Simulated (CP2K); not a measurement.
KTaO3:

```xyz
5
Lattice="3.9883 0.0000 0.0000 0.0000 3.9883 0.0000 0.0000 0.0000 3.9883" Properties=species:S:1:pos:R:3 pbc="T T T"
Ta    0.0000    0.0000    0.0000
K     1.9942    1.9942    1.9942
O     0.0000    0.0000    1.9942
O     0.0000    1.9942    0.0000
O     1.9942    0.0000    0.0000
```

Base run:

| Item | Value |
| --- | --- |
| Program | CP2K 2026.2 |
| Functional | AM05 |
| Potentials or basis | POTENTIAL_UZH Ta GTH-PBE-q13, K GTH-PBE-q9, O GTH-PBE-q6; DZVP-MOLOPT-PBE-GTH basis |
| Density cutoff | 11565 eV |
| k mesh | 7 × 7 × 7 |
| Occupations | fermi-dirac, width 0.05 eV |
| Spin | no spin polarisation |

Its results: pressure -1.5 GPa.

Q: After a change of settings the same cell gave: pressure 3.6 GPa. Which change was it?
A. functional from AM05 to MS2
B. functional from AM05 to BEEF-vdW
C. functional from AM05 to WC
D. functional from AM05 to LDA

A: B.

Caveats: the potentials were made for another functional, which shifts forces and pressure; the basis of atomic orbitals isn't converged, which shifts pressures, moduli and gaps.

Runs at the PBE level aren't shown here.
